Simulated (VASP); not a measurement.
Mg: single point with PBEsol

Crystal: Mg.

```
Mg
1.0
     0.00000    2.30458    2.27092
     2.30458    0.00000    2.27092
     2.30458    2.30458    0.00000
Mg
1
Direct
  0.00000 0.00000 0.00000
```

The cell isn't the ideal one: strained and moved within a subgroup.

```
Program                : VASP 6.6.1
Task                   : single point
Functional             : PBEsol
Potentials or basis    : VASP PAW PBE potentials, release 64 (Mg)
Cutoff                 : 520 eV
k mesh                 : 14 × 14 × 14
Occupations            : gaussian, width 0.1 eV
Spin                   : no spin polarisation
Dipole correction      : no
Further INCAR settings : ALGO = Fast; EDIFF = 1e-06; NBANDS = 7
```

```
Pressure               : -2.0 GPa
Band gap on the k mesh : none (metal or under the smearing width)
```

Stress tensor (GPa, compression positive):
```
-2.19  0.00  0.00
 0.00 -2.19  0.00
 0.00  0.00 -1.61
```

Levels at points of the mesh, in eV from the Fermi level:
| k point | band 1 | band 2 | band 3 | band 4 | band 5 | band 6 |
| --- | --- | --- | --- | --- | --- | --- |
| (0.00, 0.00, 0.00) | -6.70 | 12.02 | 12.02 | 12.12 | 13.71 | 13.74 |
| (0.50, 0.00, 0.00) | -1.61 | -1.27 | 10.87 | 11.13 | 11.46 | 11.73 |
| (0.50, 0.50, 0.00) | -0.07 | 0.92 | 5.91 | 6.56 | 6.56 | 9.22 |
| (0.50, 0.00, 0.50) | -0.25 | 0.70 | 6.06 | 6.74 | 6.80 | 9.42 |

Run time: 12 s on 1 thread of Intel(R) Xeon(R) Platinum 8488C (Sapphire Rapids), on a shared host, peak memory 0.16 GiB.

Caveat: the PAW data sets were made with another functional, which shifts forces and pressure a little.
